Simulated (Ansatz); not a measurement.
# Cr (Im-3m) in Ansatz: notebook, part 2 of 2

Ansatz 0.2.0.

### 3 Projected density of states, revPBE, collinear spin, ferromagnetic start

input.yaml

```yaml
crystal:
  lattice:
    - [-1.4844496776, 1.4844496776, 1.4844496776]
    - [1.4844496776, -1.4844496776, 1.4844496776]
    - [1.4844496776, 1.4844496776, -1.4844496776]
  atoms:
    - { symbol: Cr, position: [0.0, 0.0, 0.0], spin: 3.0 }
hamiltonian:
  xc: revpbe
  pseudopotentials: { kind: paw }
magnetization:
  spin_polarized: true
kpoints:
  mp_grid: { grid: [7, 7, 7] }
scf:
  occupations: { method: fermi_dirac, width: 0.05 }
  n_extra_bands: 6
output:
  forces: true
  stress: true
  eigenvalues: true
  dos: { projected: true, de: 0.05, nscf_kmesh: { grid: [11, 11, 11] } }
```

Potentials or basis: Ansatz PAW.

The run is started by

```sh
$ ansatz run input.yaml --threads 2 --pin off --max-ram 5632MiB --backend cpu --events-out ev --progress --plain --runs-dir out
```

What it wrote:

```text
Warning: RAYON_NUM_THREADS=2 ignored (pool sized by the plan → 2); use --threads N
scf.n_extra_bands = 6 over 7 filled bands (N_el = 14.0): the run solves 13 bands
Engine: ansatz 0.2.0, aarch64-unknown-linux-gnu
Pseudopotentials: kind: paw
Pseudopotential: Cr, paw, valence charge 14, recommended cutoff 420 eV (normal), Cr.paw.azcp
Functional definition: revPBE
  parameter kappa = 1.245
  parameter beta = 0.06672455060314922
  exchange = pbe_x(kappa = kappa, mu = beta*pi^2/3)
  correlation = pbe_c(beta = beta)
Crystal: 1 atoms, lattice volume = 13.084 Å³
Basis set: ecut = 420 eV, 249 PW (Γ), exchange–correlation on 36×36×36 points (8 copies of the dense FFT grid, shifted against one another)
Bands: 13, of which v1, the nominal top of the filled ones, is band 7 counted from 1 (6 counted from 0)
Symmetry: 48 space group operations
Space group: Im-3m (ITA 229), of the structure as read, at distance tolerance 2.4e-5 Å
Magnetic group: BNS 229.140 (UNI 1642), of the structure as read, at distance tolerance 2.4e-5 Å
k-points: 20 of 343
Non-local potential: Cr, projectors of the file, l = 0: 3, l = 1: 2, l = 2: 3, l = 3: 1
PAW form: soft (Blöchl's): semilocal exchange-correlation on the pseudo side does not see the compensation charge
PAW frozen core: Cr, regenerated for the run's functional, and the local potential with it (the file was generated under x = pbe(κ = 0.804, μ = 0.2195149727645171), c = pbe(β = 0.06672455060314922))
PAW one-centre angular grid: Cr, 590 points (default); XC on 64 Gauss nodes
Initial density: superposition of atomic densities (chi_scale 0.1, normalization cell)
Starting moments: Σ|m| = 3 μB on 1 of 1 site
Initial wavefunctions: pseudopotential atomic-orbital guess
Functional: x = revpbe(κ = 1.245, μ = 0.2195149727645171), c = pbe(β = 0.06672455060314922)
SCF iter   1: F=—  HF=-3383.545044 eV  |F-HF|=—  |Δ(HF+E_count)|=         —  Δρ=3.14e-1 (↑3.14e-1 ↓1.30e-1)  dr2=5.55e0  dr2_m=5.43e0  M=0.298 μB ∫|m|=0.298 μB  β_m=0.30  ethr=3.10e-3  ⟨swp⟩=3.8  Hψ=2345  notcnv=0
Mixer restart at iter 1: flushing history
preconditioner: auto → none  [insulator: Δε(μ)=0.315 eV  Ē_g=11.017 eV  σ=0.050 eV  W_gap=0.78  n_scr=0 (ndim 8)  ℏωp=25.1 eV  f_vac=0.000  D(μ)=0.35/eV (n_scr^D=0)  ε∞_Penn≈6.2]
SCF iter   2: F=—  HF=-3381.247499 eV  |F-HF|=—  |Δ(HF+E_count)|=    2.30e0  Δρ=1.61e-1 (↑1.61e-1 ↓1.36e-1)  dr2=2.56e-1  dr2_m=2.58e0  M=0.295 μB ∫|m|=0.295 μB  β_m=0.44  ethr=3.10e-3  ⟨swp⟩=2.0  Hψ=1330  notcnv=0  defer=32
SCF iter   3: F=—  HF=-3380.900040 eV  |F-HF|=—  |Δ(HF+E_count)|=   3.47e-1  Δρ=7.44e-2 (↑7.44e-2 ↓4.98e-2)  dr2=1.17e-1  dr2_m=4.49e-1  M=0.231 μB ∫|m|=0.231 μB  β_m=0.51  ethr=1.83e-3  ⟨swp⟩=2.0  Hψ=871  notcnv=0  defer=25
SCF iter   4: F=—  HF=-3380.818055 eV  |F-HF|=—  |Δ(HF+E_count)|=   8.20e-2  Δρ=8.40e-3 (↑4.73e-3 ↓8.40e-3)  dr2=4.59e-3  dr2_m=4.42e-3  M=0.113 μB ∫|m|=0.113 μB  β_m=0.76  ethr=8.36e-4  ⟨swp⟩=2.2  Hψ=833  notcnv=0  defer=24
SCF iter   5: F=—  HF=-3380.820378 eV  |F-HF|=—  |Δ(HF+E_count)|=   2.32e-3  Δρ=2.43e-3 (↑2.16e-3 ↓2.43e-3)  dr2=5.85e-5  dr2_m=6.19e-4  M=0.048 μB ∫|m|=0.048 μB  β_m=0.88  ethr=3.28e-5  ⟨swp⟩=2.2  Hψ=845  notcnv=0  defer=20
SCF iter   6: F=—  HF=-3380.820471 eV  |F-HF|=—  |Δ(HF+E_count)|=   9.27e-5  Δρ=1.26e-3 (↑1.26e-3 ↓7.81e-4)  dr2=2.35e-5  dr2_m=1.24e-4  M=0.018 μB ∫|m|=0.019 μB  β_m=0.94  ethr=4.18e-7  ⟨swp⟩=2.0  Hψ=814  notcnv=0  defer=20
SCF iter   7: F=—  HF=-3380.820491 eV  |F-HF|=—  |Δ(HF+E_count)|=   1.98e-5  Δρ=1.63e-4 (↑6.92e-5 ↓1.63e-4)  dr2=9.32e-7  dr2_m=1.59e-6  M=0.002 μB ∫|m|=0.002 μB  β_m=0.97  ethr=1.68e-7  ⟨swp⟩=2.0  Hψ=816  notcnv=0  defer=20
SCF iter   8: F=—  HF=-3380.820490 eV  |F-HF|=—  |Δ(HF+E_count)|=   7.43e-7  Δρ=3.84e-5 (↑3.61e-5 ↓3.84e-5)  dr2=5.93e-10  dr2_m=1.66e-7  M=0.000 μB ∫|m|=0.000 μB  β_m=0.98  ethr=6.66e-9  ⟨swp⟩=2.5  Hψ=763  notcnv=0  defer=20
SCF iter   9: F=—  HF=-3380.820490 eV  |F-HF|=—  |Δ(HF+E_count)|=   2.09e-8  Δρ=9.51e-6 (↑8.39e-6 ↓9.51e-6)  dr2=2.38e-10  dr2_m=9.59e-9  M=-0.000 μB ∫|m|=0.000 μB  β_m=0.99  ethr=4.24e-12  ⟨swp⟩=3.0  Hψ=875  notcnv=0  defer=20
SCF iter  10: F=—  HF=-3380.820490 eV  |F-HF|=—  |Δ(HF+E_count)|=   1.51e-9  Δρ=1.70e-6 (↑1.70e-6 ↓1.49e-6)  dr2=8.42e-12  dr2_m=3.06e-10  M=-0.000 μB ∫|m|=0.000 μB  β_m=1.00  ethr=1.70e-12  ⟨swp⟩=2.0  Hψ=816  notcnv=0  defer=20
SCF iter  11: F=—  HF=-3380.820490 eV  |F-HF|=—  |Δ(HF+E_count)|=  5.41e-11  Δρ=5.67e-7 (↑5.22e-7 ↓5.67e-7)  dr2=3.28e-13  dr2_m=3.55e-11  M=-0.000 μB ∫|m|=0.000 μB  β_m=1.00  ethr=1.00e-12  ⟨swp⟩=2.9  Hψ=808  notcnv=0  defer=20
SCF iter  12: F=-3380.820490 eV  HF=-3380.820490 eV  |F-HF|=4.55e-13  |Δ(HF+E_count)|=  4.09e-12  Δρ=6.15e-8 (↑6.15e-8 ↓5.32e-8)  dr2=1.29e-12  dr2_m=1.07e-14  M=-0.000 μB ∫|m|=0.000 μB  ethr=1.00e-12  ⟨swp⟩=2.8  Hψ=1486  notcnv=0
SCF 1 converged in 12 iterations: F = -3380.820490 eV  dr2 = 1.29e-12
WARN: the starting moments were not kept: the SCF closed with an absolute magnetisation of 4.1e-7 μB, where they sum to 3 μB in size (1 site). That is at most 0.1 of that sum. Measured as dr2_m measures the in/out step, that magnetisation stands 1.3e-13 eV from none, at or under the dr2_threshold of 1.0e-7 eV: it is no larger than a step whose dr2_m would equal this threshold. The system may hold no moment; this SCF shows only that its start led to no more than that. To try another start: raise the starting moments (crystal.atoms[].spin, magnetization.per_species, magnetization.initial_magnetization, or on a non-collinear deck that types none of these the spinor_matrix: blocks that start its atoms; where the total moment is fixed, keep their sum and leave initial_magnetization as it is; typed ones take the place of any that the run laid by itself, positive ones on a crystal's lanthanoids without a Hubbard term where scf.initial_density.shell_occupations: [] is typed) or, if the notice of its spin-set hold's release reads "site moments contracting" or "site moments show no strong build", lengthen the hold (scf.mixing.spin_hold: { on: { confirm: 4 } }; for m-r²SCAN on two components see the key's manual first). Each may lead to a state that holds a moment. A second SCF, from the converged charge density, with the starting moments and any scf.initial_density.shell_occupations laid on it anew, would have followed, and was not run: the deck does not ask for one (magnetization.retry_lost_moments is false, the default). To let it run, set magnetization.retry_lost_moments: true and run the deck again, where that key's refused combinations let it; where memory then withholds it, that run's warning says so.
NSCF: frozen V_eff on 56 k-points
SCF converged after 12 iterations
Magnetization: -0.0000 μB (7.0000 up, 7.0000 down)
Absolute magnetization: 0.0000 μB (∫|ρ↑−ρ↓|, with the PAW one-centre terms)
Spin contamination: 0.0000 ħ² per cell (⟨S²⟩ above its minimum at these occupations)
Per-site moments (μB) at R_I (Å): [(-3.490312283383612e-7, 1.0605961834390063)]
Free energy (F): -3380.820490 eV
Harris-Foulkes:  -3380.820490 eV  (|F-HF|=4.55e-13)
Internal energy: -3380.806715 eV  (E = F + TS)
E sigma→0 (E₀):  -3380.813602 eV
Entropy (-TS):   -0.013775 eV (-13.775 meV/atom)
Fermi energy:    16.950762 eV
--- Per-component energies (eV) ---
  E_band       = -178.945369
  E_kinetic    = 340.265043
  E_local      = -1282.468611  (includes V_loc(G=0)·N_el)
  E_nonlocal   = 77.126319
  E_hartree    = 550.571511
  E_xc         = -139.138407
  E_vxc        = -177.214221  (∫ρ·V_xc dr)
  E_paw        = -1197.340702  (= ΣΔE_a)
  E_vpaw       = -237.797176  (= ΣTr[D̂ρ^β])
  E_aug_tail   = 0.000310  (compensation charges beyond the density's cutoff)
  E_ewald      = -1729.785753
  E_core_change = -0.036424  (= ΣΔE_core)
  E_smearing   = -0.013775  (= −TS)
  E_closure    = -0.000000  (closes the sum)
  Σ components = -3380.820490   (vs F -3380.820490, Δ=0.00e0)
--- Forces (eV/Å), atoms counted from 1 ---
  atom   1  Cr    -0.00000000     0.00000000    -0.00000000
  max |Σ_I F_I| component: 6.16e-32 eV/Å
--- Stress (GPa, compression-positive) ---
      -21.359318       0.000000       0.000000
       -0.000000     -21.359318       0.000000
        0.000000      -0.000000     -21.359318
  P = ⅓ Tr σ = -21.3593 GPa (-213.593 kbar)
--- Band table (eV; the first three rows and the last of 40) ---
  k-point 0 ↑: bands = ["-55.0523", "-25.9597", "-25.9597", "-25.9597", "9.4259", "16.1360", "16.1360", "16.1360", "17.9107", "17.9107", "38.1305", "38.1305", "38.1305"]
  k-point 1 ↑: bands = ["-55.0289", "-26.0789", "-25.9977", "-25.9601", "10.2047", "15.8670", "16.0548", "16.6357", "17.6795", "17.9354", "35.7433", "37.4281", "38.3935"]
  k-point 2 ↑: bands = ["-54.9759", "-26.3414", "-26.0822", "-25.9611", "12.0458", "15.3037", "15.8425", "17.6709", "17.8936", "18.0340", "30.8052", "35.0266", "38.8303"]
  k-point 19 ↓: bands = ["-54.8466", "-26.3902", "-26.3689", "-26.3689", "13.4607", "13.4786", "18.5208", "18.5208", "18.8189", "24.5976", "27.2445", "27.2445", "32.5321"]
```

dos.tsv:

```text
# E-E_F[eV]	g_bin_mean(E)[states/eV]	N(E)	g_bin_mean_up(E)	g_bin_mean_dn(E)	N_up(E)	N_dn(E)
# format = ansatz-dos/2
# fermi_ev = 16.882811
# fermi_mp_grid = 11 11 11
# fermi_mp_shift = 0 0 0
# nscf_kmesh_grid = 11 11 11
# nscf_kmesh_shift = 0 0 0
# tetrahedron_fermi_ev = 16.898857
# g_bin_mean(E): the states in a bin one row spacing wide, centred on E, divided by that spacing. States that the method places at a single energy (under output.dos.method: tetrahedron, those of a tetrahedron whose four corners have one energy) are counted whole in the row whose bin holds that energy (on the edge of two bins, in the lower row). The sum of g_bin_mean over a run of rows, times the row spacing, is the number of states from half a spacing under the first of them to half a spacing over the last (a plain sum, not the trapezoid rule).
-72.435128	0.000000e0	0.000000e0	0.000000e0	0.000000e0	0.000000e0	0.000000e0
-72.385128	0.000000e0	0.000000e0	0.000000e0	0.000000e0	0.000000e0	0.000000e0
-72.335128	0.000000e0	0.000000e0	0.000000e0	0.000000e0	0.000000e0	0.000000e0
-72.285128	0.000000e0	0.000000e0	0.000000e0	0.000000e0	0.000000e0	0.000000e0
-72.235128	0.000000e0	0.000000e0	0.000000e0	0.000000e0	0.000000e0	0.000000e0
-72.185128	0.000000e0	0.000000e0	0.000000e0	0.000000e0	0.000000e0	0.000000e0
[... 1891 lines left out ...]
22.414872	0.000000e0	2.600000e1	0.000000e0	0.000000e0	1.300000e1	1.300000e1
22.464872	0.000000e0	2.600000e1	0.000000e0	0.000000e0	1.300000e1	1.300000e1
```

It took 1.2 s on 2 threads of Arm Neoverse V2, shared host; peak memory 0.25 GiB.

Results:

```
Free energy                          : -3380.8205 eV
Pressure                             : -21.4 GPa
Band gap on the k mesh               : none (metal or under the smearing width)
Net moment                           : 0.00 μB per cell
Absolute moment                      : 0.00 μB per cell
Density of states at the Fermi level : 0.71 states/eV per cell
```

States per cell in windows of 1 eV (zero at the Fermi level; states under -8 eV left out):
```tsv
from (eV)	up	down	Cr 3d up	Cr 3d down	Cr 4s up	Cr 4s down
-8.0	0.00	0.00	0.00	0.00	0.00	0.00
-7.0	0.04	0.04	0.00	0.00	0.03	0.03
-6.0	0.07	0.07	0.01	0.01	0.06	0.06
-5.0	0.12	0.12	0.04	0.04	0.08	0.08
-4.0	0.48	0.48	0.37	0.37	0.09	0.09
-3.0	0.56	0.56	0.53	0.53	0.02	0.02
-2.0	1.19	1.19	1.12	1.12	0.04	0.04
-1.0	0.51	0.51	0.45	0.45	0.03	0.03
0.0	0.87	0.87	0.86	0.86	0.01	0.01
1.0	1.28	1.28	1.24	1.24	0.03	0.03
2.0	0.31	0.31	0.23	0.23	0.06	0.06
3.0	0.17	0.17	0.06	0.06	0.07	0.07
4.0	0.15	0.15	0.03	0.03	0.06	0.06
5.0	0.12	0.12	0.01	0.01	0.04	0.04
6.0	0.08	0.08	0.01	0.01	0.02	0.02
7.0	0.03	0.03	0.00	0.00	0.01	0.01
```

Caveat: the k mesh is coarse (spacing up to 0.43 Å⁻¹), so the values aren't converged; the starting moments collapsed, and a magnetic state may lie lower; the PAW data sets come from PBE, with cores solved anew for the run's functional, which leaves a small shift of forces and pressure; the density of states is complete only up to the lowest level of the last band computed; the starting moments weren't kept.
